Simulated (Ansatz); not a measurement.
Method: DFT, PBE, plane waves (420 eV) with PAW, scalar-relativistic in Ansatz 0.2.0.

An element in the omega (AlB2-type) structure gives this curve. The cell is scaled uniformly from the relaxed one, with fractional coordinates and shape fixed. Energies are extrapolated to zero smearing, pressures are those at the given smearing. Magnetic state: non-magnetic.

| V (Å³/atom) | E − E₀ (meV/atom) | P (GPa) |
| --- | --- | --- |
| 32.626 | 49.8 | 4.03 |
| 34.109 | 20.5 | 2.46 |
| 35.592 | 4.6 | 1.12 |
| 37.075 | 0.1 | -0.03 |
| 38.558 | 5.4 | -1.02 |
| 40.041 | 19.3 | -1.89 |
| 41.524 | 40.9 | -2.64 |

(1) Which element is it?
A. lanthanum
B. ytterbium
C. thallium
D. calcium

## Answers

(1) A. Its fit is V₀ = 36.98 Å³/atom, B₀ = 27 GPa, B₀′ = 2.6.
